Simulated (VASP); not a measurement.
A run of VASP 6.6.1 is set up as follows.

The input INCAR:

```
SYSTEM = Li
PREC     = Accurate       ! precision mode
ENCUT    = 520            ! plane-wave cutoff, eV
EDIFF    = 1E-7           ! SCF threshold, eV
ISMEAR   = -1             ! smearing method
SIGMA    = 0.1            ! smearing width, eV
LREAL    = .FALSE.        ! projectors in reciprocal space
LASPH    = .TRUE.         ! aspherical terms in the spheres
NELM     = 100            ! most SCF steps
ALGO     = Fast           ! electronic algorithm
ISIF     = 2              ! what is computed and relaxed
LWAVE    = .FALSE.        ! write WAVECAR
LCHARG   = .FALSE.        ! write CHGCAR
GGA      = B5             ! functional
ALDAX    = 1.0          
AGGAX    = 1.0          
AGGAC    = 1.0          
ALDAC    = 0.0          
NBANDS   = 10             ! bands
```

KPOINTS

```
Automatic mesh
0
G
  22 22 11
  0 0 0
```

Contents of POSCAR:

```
Li
1.0
   -2.0524066862      1.6899617322      1.5020625587
    1.6899617322     -2.0524066862      1.5020625587
    3.8236975054      3.8236975054     -2.1658811557
Li
2
Direct
    0.9591474779      0.0408525221      1.0000000000
    0.7908525221      0.2091474779      0.5000000000
```

Potentials or basis: VASP PAW PBE potentials, release 64 (Li_sv).

Launch:

```console
$ cat potpaw_PBE.64/Li_sv/POTCAR > POTCAR
$ mpirun -np 1 vasp_std > vasp.out
```

(1) What does it give for the band gap on the k mesh?

## Answers

(1) none (metal or under the smearing width).
